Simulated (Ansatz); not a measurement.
**Molecular dynamics of Li₂O**

Input file:

```yaml
crystal:
  lattice:
    - [0.0, 4.6662, 4.6662]
    - [4.6662, 0.0, 4.6662]
    - [4.6662, 4.6662, 0.0]
  atoms:
    - { symbol: Li, position: [0.125, 0.125, 0.125] }
    - { symbol: Li, position: [0.375, 0.375, 0.375] }
    - { symbol: O, position: [0.0, 0.0, 0.0] }
    - { symbol: Li, position: [0.125, 0.125, 0.625] }
    - { symbol: Li, position: [0.375, 0.375, 0.875] }
    - { symbol: O, position: [0.0, 0.0, 0.5] }
    - { symbol: Li, position: [0.125, 0.625, 0.125] }
    - { symbol: Li, position: [0.375, 0.875, 0.375] }
    - { symbol: O, position: [0.0, 0.5, 0.0] }
    - { symbol: Li, position: [0.125, 0.625, 0.625] }
    - { symbol: Li, position: [0.375, 0.875, 0.875] }
    - { symbol: O, position: [0.0, 0.5, 0.5] }
    - { symbol: Li, position: [0.625, 0.125, 0.125] }
    - { symbol: Li, position: [0.875, 0.375, 0.375] }
    - { symbol: O, position: [0.5, 0.0, 0.0] }
    - { symbol: Li, position: [0.625, 0.125, 0.625] }
    - { symbol: Li, position: [0.875, 0.375, 0.875] }
    - { symbol: O, position: [0.5, 0.0, 0.5] }
    - { symbol: Li, position: [0.625, 0.625, 0.125] }
    - { symbol: Li, position: [0.875, 0.875, 0.375] }
    - { symbol: O, position: [0.5, 0.5, 0.0] }
    - { symbol: Li, position: [0.625, 0.625, 0.625] }
    - { symbol: Li, position: [0.875, 0.875, 0.875] }
    - { symbol: O, position: [0.5, 0.5, 0.5] }
basis:
  ecutwfc: 420.0
kpoints:
  mp_grid: { grid: [2, 2, 2] }
hamiltonian:
  xc: lda
scf:
  occupations: { method: fermi_dirac, width: 0.05 }
  lower_state_search: "off"
md:
  timestep: 1
  n_steps: 400
  ensemble: nvt_nose_hoover
  temperature: 1920.0
  initial_velocities: maxwell_boltzmann
  seed: 333304
  nose_hoover: { tau: 200.0, chain_length: 3 }
```

Command:

```bash
$ ansatz run input.yaml --threads 1 --pin off --max-ram 3072MiB --backend cpu --events-out ev --progress --plain --runs-dir out
```

It starts from a structure without forces on its atoms.

Output, in part (step lines):

```
md step     0: t =     0.00 fs  T =  1920.0 K  F+E_penalty+E_count = -7694.71653616 eV  E_kin = 5.708122 eV  conserved = -7689.00841461 eV  (7 SCF iters)
md step     1: t =     1.00 fs  T =  1908.3 K  F+E_penalty+E_count = -7694.68176093 eV  E_kin = 5.673476 eV  conserved = -7689.00828549 eV  (6 SCF iters)
md step     2: t =     2.00 fs  T =  1873.8 K  F+E_penalty+E_count = -7694.57894796 eV  E_kin = 5.570892 eV  conserved = -7689.00805809 eV  (6 SCF iters)
md step     3: t =     3.00 fs  T =  1817.7 K  F+E_penalty+E_count = -7694.41165267 eV  E_kin = 5.403931 eV  conserved = -7689.00773338 eV  (7 SCF iters)
md step     4: t =     4.00 fs  T =  1741.6 K  F+E_penalty+E_count = -7694.18511093 eV  E_kin = 5.177834 eV  conserved = -7689.00731214 eV  (6 SCF iters)
md step     5: t =     5.00 fs  T =  1648.0 K  F+E_penalty+E_count = -7693.90620039 eV  E_kin = 4.899486 eV  conserved = -7689.00679506 eV  (4 SCF iters)
md step     6: t =     6.00 fs  T =  1539.7 K  F+E_penalty+E_count = -7693.58338923 eV  E_kin = 4.577360 eV  conserved = -7689.00618637 eV  (3 SCF iters)
md step     7: t =     7.00 fs  T =  1419.9 K  F+E_penalty+E_count = -7693.22664379 eV  E_kin = 4.221422 eV  conserved = -7689.00549413 eV  (3 SCF iters)
[... lines left out ...]
md step   400: t =   400.00 fs  T =  1629.1 K  F+E_penalty+E_count = -7690.98241538 eV  E_kin = 4.843190 eV  conserved = -7689.00213767 eV  (7 SCF iters)
```

The steps, from the saved trajectory:

```
time (fs)  T (K)  potential energy less start (eV)  conserved less start (meV/atom)
      0.0   1920                             0.000                             0.00
     13.0    690                             3.665                             0.30
     26.0    689                             3.674                             0.15
     39.0    765                             3.474                             0.22
     52.0   1023                             2.747                             0.16
     65.0   1029                             2.793                             0.20
     78.0   1049                             2.808                             0.19
     91.0   1033                             2.947                             0.18
    104.0   1044                             3.006                             0.14
    117.0    956                             3.372                             0.22
    130.0   1098                             3.068                             0.18
    143.0   1086                             3.227                             0.24
    156.0   1392                             2.464                             0.15
    169.0    835                             4.254                             0.27
    182.0   1086                             3.598                             0.15
    195.0   1178                             3.447                             0.22
    208.0   1192                             3.519                             0.21
    221.0    935                             4.387                             0.30
    234.0   1160                             3.807                             0.23
    247.0   1245                             3.650                             0.19
    260.0   1066                             4.270                             0.26
    273.0   1170                             4.051                             0.24
    286.0   1568                             2.963                             0.17
    299.0   1389                             3.613                             0.23
    312.0   1007                             4.829                             0.29
    325.0   1297                             4.058                             0.27
    338.0   1598                             3.276                             0.18
    351.0   1204                             4.557                             0.31
    364.0   1346                             4.238                             0.26
    377.0   1659                             3.425                             0.17
    390.0   1350                             4.471                             0.33
```

All steps were run. The conserved energy stayed within 0.34 meV per atom of its start (net change 0.26 meV per atom), so the integration is sound. The mean temperature of the second half is 33 % below the set value. A run of 0.4 ps of so small a system gives no equilibrium averages. Limits of this set-up: coarse k mesh.

Mean squared displacements from the first frame to the last, about the centre of mass: Li 0.11 Å², O 0.04 Å².

Last frame:

```xyz
24
Lattice="0.0000 4.6662 4.6662 4.6662 0.0000 4.6662 4.6662 4.6662 0.0000" Properties=species:S:1:pos:R:3
Li 0.972 1.232 1.200
Li 3.584 3.876 3.371
O 0.169 -0.004 0.021
Li 3.116 3.197 1.400
Li 5.668 5.434 3.367
O 2.314 2.486 0.013
Li 3.464 1.258 3.691
Li 5.550 3.450 5.649
O 2.265 -0.035 2.365
Li 5.823 3.420 3.563
Li 8.291 5.726 5.780
O 4.602 2.209 2.377
Li 1.242 3.532 3.373
Li 3.441 5.851 6.058
O 0.013 2.129 2.376
Li 3.267 6.129 3.293
Li 5.566 8.214 6.013
O 2.571 4.657 2.386
Li 3.296 3.219 5.815
Li 5.750 5.777 7.964
O 2.328 2.323 4.618
Li 5.838 6.166 5.630
Li 8.481 8.351 8.141
O 4.973 4.824 4.659
```

Time of the run: 20 min on 1 thread of Arm Neoverse V1, on a shared host, peak memory 0.49 GiB.
